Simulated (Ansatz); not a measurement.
**Ti2NF2 MXene monolayer in a perpendicular field**

Wanted: the out-of-plane response of the Ti2NF2 MXene monolayer. A positive field points along +c.

Method: plane-wave DFT, PBE-D3(BJ), Ansatz PAW, in Ansatz 0.2.0.

## (1) Set-up

The cell holds 5 atoms: 2 F, 2 Ti and 1 N. Its edges and angles: a = 3.029 Å, b = 3.029 Å, c = 39.772 Å, α = 90.0°, β = 90.0°, γ = 120.0°. Vacuum lies along c.

## (2) Relaxing the slab

The starting cell is a guess, so the in-plane lattice and the atoms are relaxed first, with the slab cut off from its images along the normal.

input.yaml reads:

```yaml
crystal:
  lattice:
    - [3.02874, 0.0, 0.0]
    - [-1.51437, 2.6229657815, 0.0]
    - [0.0, 0.0, 39.7723862702]
  atoms:
    - { symbol: F, position: [0.3333333333, 0.6666666667, 0.445032387] }
    - { symbol: Ti, position: [0.6666666667, 0.3333333333, 0.4699525167], spin: 1.0 }
    - { symbol: "N", position: [0.0, 0.0, 0.5] }
    - { symbol: Ti, position: [0.3333333333, 0.6666666667, 0.5300474833], spin: 1.0 }
    - { symbol: F, position: [0.6666666667, 0.3333333333, 0.554967613] }
  periodic: [true, true, false]
magnetization:
  spin_polarized: true
kpoints:
  mp_grid: { grid: [12, 12, 1] }
hamiltonian:
  xc: pbe
  dispersion: d3bj
scf:
  occupations: { method: fermi_dirac, width: 0.05 }
  convergence: { dr2_threshold: 1.0e-09 }
relax:
  f_tol: 0.004
  max_steps: 90
  cell: {}
output:
  write_potential: true
  write_density: true
  volumetric_format: npy
```

Run with:

```sh
$ ansatz run input.yaml --threads 2 --pin off --max-ram 3072MiB --backend cpu --events-out ev --progress --plain --runs-dir out
```

Numbers of over 12 decimals in the logs are rounded to 6 here.

The program printed:

```text
Warning: relax.cell: scf.convergence.dr2_threshold = 1e-9 eV is looser than the 2.42053988211e-10 eV advised for a relaxation that steers and ends on the stress (1e-10 eV for each atom of the cell: 5, times the square of relax.cell.stress_2d_tol = 0.05 N/m over 14.4 Å (the atoms' height at the walk's start and 5 Å past either face), 3.479e-2 GPa, over a crystal's default 0.05). What an SCF threshold leaves in a stress goes as its square root, and in the free energy as the threshold itself, and one threshold admits the most on a small cell: [figures from the program's tests cut] Set scf.convergence.dr2_threshold to 2.42053988211e-10 eV or tighter. [rest of the remark cut]
Engine: ansatz 0.2.0, x86_64-unknown-linux-gnu
Pseudopotentials: kind: paw
Pseudopotential: F, paw, valence charge 7, recommended cutoff 420 eV (normal), F.paw.azcp
Pseudopotential: Ti, paw, valence charge 12, recommended cutoff 420 eV (normal), Ti.paw.azcp
Pseudopotential: N, paw, valence charge 5, recommended cutoff 420 eV (normal), N.paw.azcp
Functional definition: PBE
  parameter kappa = 0.804
  parameter beta = 0.066725
  exchange = pbe_x(kappa = kappa, mu = beta*pi^2/3)
  correlation = pbe_c(beta = beta)
Crystal: 5 atoms, lattice volume = 315.963 Å³
Basis set: ecut = 420 eV, 6073 PW (Γ), exchange–correlation on 48×48×540 points (8 copies of the dense FFT grid, shifted against one another)
Bands: 28, of which v1, the nominal top of the filled ones, is band 22 counted from 1 (21 counted from 0)
Symmetry: 12 space group operations
Space group: P-3m1 (ITA 164), of the structure as read, at distance tolerance 6.8e-5 Å
Magnetic group: BNS 164.85 (UNI 1315), of the structure as read, at distance tolerance 6.8e-5 Å
k-points: 19 of 144
Non-local potential: F, projectors of the file, l = 0: 2, l = 1: 2, l = 2: 1
Non-local potential: Ti, projectors of the file, l = 0: 3, l = 1: 2, l = 2: 3, l = 3: 1
Non-local potential: N, projectors of the file, l = 0: 2, l = 1: 2, l = 2: 1
PAW form: soft (Blöchl's): semilocal exchange-correlation on the pseudo side does not see the compensation charge
PAW one-centre angular grid: F, 110 points (default); XC on 64 Gauss nodes
PAW one-centre angular grid: Ti, 590 points (default); XC on 64 Gauss nodes
PAW one-centre angular grid: N, 110 points (default); XC on 64 Gauss nodes
Initial density: superposition of atomic densities (neutral atoms: chi_scale 0, normalization atom)
Starting moments: Σ|m| = 2 μB on 2 of 5 sites
Initial wavefunctions: pseudopotential atomic-orbital guess
Functional: x = pbe(κ = 0.804, μ = 0.219515), c = pbe(β = 0.066725)
SCF iter   1: F=—  HF=-7011.703161 eV  |F-HF|=—  |Δ(HF+E_count)|=         —  Δρ=3.55e-2 (↑3.55e-2 ↓2.93e-2)  dr2=1.81e1  dr2_m=3.08e-1  M=0.919 μB ∫|m|=0.978 μB  β_m=0.30  ethr=3.10e-3  ⟨swp⟩=14.4  Hψ=7513  notcnv=0
Mixer restart at iter 1: flushing history
preconditioner: auto → LDOS  [metal: Δε(μ)=0.054 eV  Ē_g=10.903 eV  σ=0.050 eV  W_gap=0.26  n_scr=24 (ndim 8)  ℏωp=10.0 eV  f_vac=0.804  D(μ)=1.77/eV (n_scr^D=12)]
spin=Collinear: LDOS preconditioning applied to the charge; magnetization (m = ρ↑ − ρ↓) channel mixes plain (no charge-response kernel on spin).
SCF iter   2: F=—  HF=-7008.016077 eV  |F-HF|=—  |Δ(HF+E_count)|=    3.69e0  Δρ=1.98e-2 (↑1.98e-2 ↓1.42e-2)  dr2=5.19e0  dr2_m=1.81e-1  M=0.805 μB ∫|m|=0.872 μB  β_m=0.46  ethr=3.10e-3  ⟨swp⟩=3.4  Hψ=2609  notcnv=0  defer=20
SCF iter   3: F=—  HF=-7006.778074 eV  |F-HF|=—  |Δ(HF+E_count)|=    1.24e0  Δρ=5.87e-3 (↑5.87e-3 ↓5.52e-3)  dr2=8.67e-2  dr2_m=4.87e-2  M=0.577 μB ∫|m|=0.638 μB  β_m=0.59  ethr=3.10e-3  ⟨swp⟩=5.0  Hψ=2938  notcnv=0  defer=20
SCF iter   4: F=—  HF=-7006.965748 eV  |F-HF|=—  |Δ(HF+E_count)|=         —  Δρ=6.41e-3 (↑6.41e-3 ↓4.58e-3)  dr2=3.98e-2  dr2_m=8.27e-2  M=0.118 μB ∫|m|=0.172 μB  β_m=0.59  ethr=2.02e-4  ⟨swp⟩=4.8  Hψ=2767  notcnv=0  defer=7
SCF iter   5: F=—  HF=-7006.949224 eV  |F-HF|=—  |Δ(HF+E_count)|=   1.65e-2  Δρ=2.46e-3 (↑2.46e-3 ↓2.02e-3)  dr2=1.85e-3  dr2_m=1.40e-2  M=0.059 μB ∫|m|=0.088 μB  β_m=0.79  ethr=9.24e-5  ⟨swp⟩=3.1  Hψ=2037  notcnv=0  defer=7
SCF iter   6: F=—  HF=-7006.951026 eV  |F-HF|=—  |Δ(HF+E_count)|=   1.80e-3  Δρ=6.64e-4 (↑2.90e-4 ↓6.64e-4)  dr2=2.31e-3  dr2_m=2.65e-4  M=0.011 μB ∫|m|=0.018 μB  β_m=0.73  ethr=4.29e-6  ⟨swp⟩=3.6  Hψ=2759  notcnv=0  defer=7
SCF iter   7: F=—  HF=-7006.950553 eV  |F-HF|=—  |Δ(HF+E_count)|=   4.74e-4  Δρ=1.72e-4 (↑1.27e-4 ↓1.72e-4)  dr2=2.82e-5  dr2_m=5.70e-5  M=0.005 μB ∫|m|=0.009 μB  β_m=0.82  ethr=4.29e-6  ⟨swp⟩=4.1  Hψ=2632  notcnv=0
SCF iter   8: F=—  HF=-7006.950650 eV  |F-HF|=—  |Δ(HF+E_count)|=   9.75e-5  Δρ=4.27e-5 (↑4.26e-5 ↓4.27e-5)  dr2=1.61e-5  dr2_m=9.81e-7  M=-0.000 μB ∫|m|=0.001 μB  β_m=0.77  ethr=6.56e-8  ⟨swp⟩=3.6  Hψ=2544  notcnv=0
SCF iter   9: F=—  HF=-7006.950652 eV  |F-HF|=—  |Δ(HF+E_count)|=   2.04e-6  Δρ=1.43e-5 (↑1.43e-5 ↓7.51e-6)  dr2=2.78e-7  dr2_m=2.95e-7  M=0.000 μB ∫|m|=0.001 μB  β_m=0.81  ethr=3.74e-8  ⟨swp⟩=3.6  Hψ=2387  notcnv=0
SCF iter  10: F=—  HF=-7006.950652 eV  |F-HF|=—  |Δ(HF+E_count)|=   1.49e-7  Δρ=3.38e-6 (↑2.81e-6 ↓3.38e-6)  dr2=1.39e-8  dr2_m=2.47e-8  M=-0.000 μB ∫|m|=0.000 μB  β_m=0.90  ethr=6.46e-10  ⟨swp⟩=3.4  Hψ=2478  notcnv=0
SCF iter  11: F=—  HF=-7006.950653 eV  |F-HF|=—  |Δ(HF+E_count)|=   2.59e-7  Δρ=5.26e-7 (↑4.71e-7 ↓5.26e-7)  dr2=1.60e-9  dr2_m=3.05e-10  M=-0.000 μB ∫|m|=0.000 μB  β_m=0.88  ethr=3.23e-11  ⟨swp⟩=3.8  Hψ=2425  notcnv=0
SCF iter  12: F=-7006.950653 eV  HF=-7006.950653 eV  |F-HF|=1.10e-9  |Δ(HF+E_count)|=   2.39e-8  Δρ=2.43e-7 (↑2.43e-7 ↓1.92e-7)  dr2=4.20e-10  dr2_m=1.59e-11  M=-0.000 μB ∫|m|=0.000 μB  ethr=2.33e-12  ⟨swp⟩=8.7  Hψ=8295  notcnv=0
WARN: the starting moments were not kept: the SCF closed with an absolute magnetisation of 4.9e-6 μB, where they sum to 2 μB in size (2 sites). That is at most 0.1 of that sum. Measured as dr2_m measures the in/out step, that magnetisation stands 4.9e-12 eV from none, at or under the dr2_threshold of 1.0e-9 eV: it is no larger than a step whose dr2_m would equal this threshold. The system may hold no moment; this SCF [...]
SCF 1 converged in 12 iterations: F = -7006.950653 eV  dr2 = 4.20e-10
  greatest PAW one-centre occupation: 0.999 electrons in one spin orbital (limit 2), on the Ti atom at site 3 (counted from 0), in its partial waves of l = 0
relax step   1: F+E_penalty+E_count = -7006.95065264 eV  Δ(F+E_penalty+E_count) = +0.000e0 eV  max|allowed force component| = 5.190e0 eV/Å  Δτ_max = 0.0000 Å  P = +6.874 N/m  Ω = 315.963 Å³  fix = [c, alpha, beta]  reactions: c +0.000 N/m  (12 SCF iters, accepted)
[...]
relax step   4: F+E_penalty+E_count = -7008.02883171 eV  Δ(F+E_penalty+E_count) = -1.429e-3 eV  max|allowed force component| = 6.263e-2 eV/Å  Δτ_max = 0.0096 Å  P = +0.261 N/m  Ω = 313.884 Å³  energy of the carried Pulay correction = +1.302e-3 eV  fix = [c, alpha, beta]  reactions: c +0.000 N/m  (9 SCF iters, accepted)
[...]
relax step   5: F+E_penalty+E_count = -7008.02864315 eV  Δ(F+E_penalty+E_count) = +1.886e-4 eV  max|allowed force component| = 2.752e-2 eV/Å  Δτ_max = 0.0066 Å  P = +0.034 N/m  Ω = 315.095 Å³  energy of the carried Pulay correction = +5.424e-4 eV  fix = [c, alpha, beta]  reactions: c +0.000 N/m  (8 SCF iters, accepted)
[...]
relax step   6: F+E_penalty+E_count = -7008.02852968 eV  Δ(F+E_penalty+E_count) = +1.135e-4 eV  max|allowed force component| = 9.740e-3 eV/Å  Δτ_max = 0.0019 Å  P = +0.002 N/m  Ω = 315.341 Å³  energy of the carried Pulay correction = +3.888e-4 eV  fix = [c, alpha, beta]  reactions: c +0.000 N/m  (7 SCF iters, accepted)
[...]
relax step   7: F+E_penalty+E_count = -7008.02849598 eV  Δ(F+E_penalty+E_count) = +3.370e-5 eV  max|allowed force component| = 4.702e-4 eV/Å  Δτ_max = 0.0010 Å  P = +0.001 N/m  Ω = 315.407 Å³  energy of the carried Pulay correction = +3.472e-4 eV  fix = [c, alpha, beta]  reactions: c +0.000 N/m  (6 SCF iters, accepted)
Initial wavefunctions: pseudopotential atomic-orbital guess (no wavefunctions were taken with the density)
iter 1 solved again at ethr=8.32e-8 eV; its pass at ethr=3.10e-3 eV (dr2=3.58e-5 eV) is discarded
SCF iter   1: F=—  HF=-7008.028025 eV  |F-HF|=—  |Δ(HF+E_count)|=         —  Δρ=4.43e-6 (↑4.43e-6 ↓4.43e-6)  dr2=3.73e-8  dr2_m=3.69e-11  M=-0.000 μB ∫|m|=0.000 μB  β_m=0.65  ethr=8.32e-8  ⟨swp⟩=8.1  Hψ=13344  notcnv=0
preconditioner: auto → LDOS  [metal: Δε(μ)=0.054 eV  Ē_g=8.515 eV  σ=0.050 eV  W_gap=0.25  n_scr=20 (ndim 8)  ℏωp=10.0 eV  f_vac=0.816  D(μ)=2.35/eV (n_scr^D=14)]
spin=Collinear: LDOS preconditioning applied to the charge; magnetization (m = ρ↑ − ρ↓) channel mixes plain (no charge-response kernel on spin).
SCF iter   2: F=—  HF=-7008.028062 eV  |F-HF|=—  |Δ(HF+E_count)|=   3.72e-5  Δρ=1.62e-6 (↑1.61e-6 ↓1.62e-6)  dr2=1.39e-8  dr2_m=1.50e-11  M=-0.000 μB ∫|m|=0.000 μB  β_m=0.48  ethr=8.69e-11  ⟨swp⟩=4.4  Hψ=3038  notcnv=0
SCF iter   3: F=—  HF=-7008.028062 eV  |F-HF|=—  |Δ(HF+E_count)|=   5.66e-9  Δρ=7.93e-7 (↑7.85e-7 ↓7.93e-7)  dr2=1.49e-9  dr2_m=6.95e-12  M=-0.000 μB ∫|m|=0.000 μB  β_m=0.62  ethr=3.23e-11  ⟨swp⟩=2.9  Hψ=1760  notcnv=0
SCF iter   4: F=-7008.028062 eV  HF=-7008.028062 eV  |F-HF|=6.38e-10  |Δ(HF+E_count)|=   3.23e-9  Δρ=1.08e-7 (↑1.02e-7 ↓1.08e-7)  dr2=3.54e-11  dr2_m=1.19e-12  M=-0.000 μB ∫|m|=0.000 μB  ethr=2.33e-12  ⟨swp⟩=12.5  Hψ=8817  notcnv=0
the starting moments were not kept: the SCF closed with an absolute magnetisation of 4.0e-6 μB, where they sum to 2 μB in size (2 sites). That is at most 0.1 of that sum. Measured as dr2_m measures the in/out step, that magnetisation stands 3.9e-12 eV from none, at or under the dr2_threshold of 1.0e-9 eV: it is no larger than a step whose dr2_m would equal this threshold.
SCF 8 converged in 4 iterations: F = -7008.028062 eV  dr2 = 3.54e-11
relax step   8: F+E_penalty+E_count = -7008.02806209 eV  Δ(F+E_penalty+E_count) = +4.339e-4 eV  max|allowed force component| = 4.170e-4 eV/Å  Δτ_max = 0.0000 Å  P = +0.018 N/m  Ω = 315.407 Å³  fix = [c, alpha, beta]  reactions: c +0.000 N/m  stress off target by 1.77e-2 N/m on what of the cell is left free  SCF on the basis re-selected at this cell (its energy is not comparable with the rows above)  (4 SCF iters)
basis re-selected at this cell: Δ(F+E_penalty+E_count) = +4.339e-4 eV, ΔP = +0.017 N/m vs the last step (what re-selecting the basis moved, of the pressure what is left beyond the Pulay correction that the steps carried, after the strain that the cell walked since its last selection, with what the two solves' SCF thresholds leave and, on support functions, any second-order correction that the steps lacked; it is no m [...]
WARN: The output density's exchange-correlation potential varies sharply where the density is thin. Do not read a vacuum level from v_tot or v_xc, or from such a field of the output density. On a cell that repeats whose density bears no net charge and no dipole along the vacuum's axis use v_es (v_loc + v_h of the components); under efield.dipole_correction with no amplitude use v_es + v_field, which holds any externa [...]
SCF converged after 4 iterations
Magnetization: -0.0000 μB (21.5000 up, 21.5000 down)
Absolute magnetization: 0.0000 μB (∫|ρ↑−ρ↓|, with the PAW one-centre terms)
Spin contamination: 0.0000 ħ² per cell (⟨S²⟩ above its minimum at these occupations)
Per-site moments (μB) at R_I (Å): [(-4.0003546729270856e-8, 0.887410), (-1.2152271567558542e-6, 0.846957), (2.254429232316661e-7, 0.846957), (-1.2152271567139114e-6, 0.846957), (-4.000354686419982e-8, 0.887410)]
Free energy (F): -7008.028062 eV
Harris-Foulkes:  -7008.028062 eV  (|F-HF|=6.38e-10)
Internal energy: -7008.009643 eV  (E = F + TS)
E sigma→0 (E₀):  -7008.018852 eV
Entropy (-TS):   -0.018419 eV (-3.684 meV/atom)
Fermi energy:    -4.421082 eV
--- Per-component energies (eV) ---
  E_band       = -1091.853074
  E_kinetic    = 1096.123218
  E_local      = -173327.766721  (includes V_loc(G=0)·N_el)
  E_nonlocal   = 207.712445
  E_hartree    = 85977.171108
  E_xc         = -417.807733
  E_vxc        = -529.260096  (∫ρ·V_xc dr)
  E_paw        = -2623.672383  (= ΣΔE_a)
  E_vpaw       = -493.008531  (= ΣTr[D̂ρ^β])
  E_aug_tail   = 0.004398  (compensation charges beyond the density's cutoff)
  E_ewald      = 82081.341096
  E_disp       = -1.115070  (pairwise vdW)
  E_smearing   = -0.018419  (= −TS)
  E_closure    = -0.000000  (closes the sum)
  Σ components = -7008.028062   (vs F -7008.028062, Δ=0.00e0)
--- Forces (eV/Å), atoms counted from 1 ---
  atom   1  F      0.00000000     0.00000000    -0.00023722
  atom   2  Ti     0.00000000    -0.00000000     0.00041704
  atom   3  N     -0.00000000     0.00000000     0.00000000
  atom   4  Ti     0.00000000     0.00000000    -0.00041704
  atom   5  F      0.00000000    -0.00000000     0.00023722
  max |Σ_I F_I| component: 4.63e-18 eV/Å
--- 2D stress c σ (N/m, compression-positive) ---
        0.017701       0.000000       0.000000
       -0.000000       0.017701       0.000000
        0.000000       0.000000       0.000000
  P = ½ c Tr σ = 0.0177 N/m
--- Band table (eV; the first three rows and the last of 38) ---
  k-point 0 ↑: bands = [... 18 lower, -9.3397, -9.3397, -5.0689, -5.0689, -4.4359, -3.1258, -3.1258, -3.0677, ... 2 higher]
  k-point 1 ↑: bands = [... 18 lower, -9.5458, -9.3997, -5.2068, -4.9503, -4.4230, -3.2544, -3.1269, -3.0761, ... 2 higher]
  k-point 2 ↑: bands = [... 18 lower, -9.6699, -9.5342, -5.5770, -4.6260, -4.3204, -3.3183, -3.1140, -3.0542, ... 2 higher]
  k-point 18 ↓: bands = [... 18 lower, -10.6088, -9.9110, -4.5130, -4.3470, -4.3470, -2.7218, -2.7218, -2.6986, ... 2 higher]
  the weakly bound empty levels are not read free of the cell's end (no_gap_told)
--- Relaxed structure (7 steps of the walk, 7 accepted, 1 SCFs on fresh bases) ---
  F+E_penalty+E_count = -7008.02806209 eV   max|allowed force component| = 4.170e-4 eV/Å   (the final SCF, on the basis selected at the relaxed cell)
  cell:  # Å, volume = 315.4071 Å³
    - [3.026074, 0, 0]
    - [-1.513037, 2.620657, 0]
    - [0, 0, 39.7723862702]
  atoms:
    - { symbol: F, position: [0.333333, 0.666667, 0.441319] }
    - { symbol: Ti, position: [0.666667, 0.333333, 0.472881] }
    - { symbol: N, position: [0, 0, 0.5] }
    - { symbol: Ti, position: [0.333333, 0.666667, 0.527119] }
    - { symbol: F, position: [0.666667, 0.333333, 0.558681] }
```

Wall time 95 s (2 threads of Intel Xeon Platinum 8375C at 2.90GHz (Ice Lake), shared host); peak memory 0.82 GiB; 3.1 min of CPU time.

The steps of the relaxation:

```tsv
step	energy less that of the first step (eV)	largest force component (eV/Å)	volume (Å³)
1	0.0000	5.1903	315.96
2	-0.9767	1.1319	315.27
3	-1.0768	0.0590	311.26
4	-1.0782	0.0626	313.88
5	-1.0780	0.0275	315.09
6	-1.0779	0.0097	315.34
7	-1.0778	0.0005	315.41
8*	-1.0774	0.0004	315.41
```

Relaxation steps marked * repeat the geometry before them on a plane-wave basis chosen anew for their cell, so energy and pressure can jump there.

Forces are held to the 12 operations that the run works with; a distortion that breaks them can't arise in this run.

```tsv
cell as run	before	after	change
a (Å)	3.029	3.026	-0.1 %
b (Å)	3.029	3.026	-0.1 %
```

The atoms that moved most (Å, along periodic axes as changes of fractional coordinates times the final cell, across vacuum about the mean position):

```tsv
atom	dx	dy	dz	length
F5	0.000	0.000	0.148	0.148
F1	0.000	0.000	-0.148	0.148
Ti2	0.000	0.000	0.116	0.116
Ti4	0.000	0.000	-0.116	0.116
```

The relaxed structure:

```xyz
5
Lattice="3.0261 0.0000 0.0000 -1.5130 2.6207 0.0000 0.0000 0.0000 39.7724" Properties=species:S:1:pos:R:3
F     0.0000    1.7471   17.5523
Ti    1.5130    0.8736   18.8076
N     0.0000    0.0000   19.8862
Ti    0.0000    1.7471   20.9648
F     1.5130    0.8736   22.2201
```

This step gave:

```
energy at zero smearing : -7008.0189 eV
```

The lattice constant a goes from 3.029 to 3.026 Å.

(Continued in part 2 of 2.)

[Logs are printed without paths, hosts, clocks, repeated set-up lines and the standing remarks that a program may print on its own settings, such as how far it seeks lower states.]

[Hosts, paths, dates, database ids (printed as entryN), source tags and the programs' standing remarks are cut or masked in the printed files.]

[Maps of the electrostatic potential energy from Ansatz leave out the sawtooth potential of an applied field or a dipole correction, so their vacuum need not be flat; planar profiles and work functions include it.]
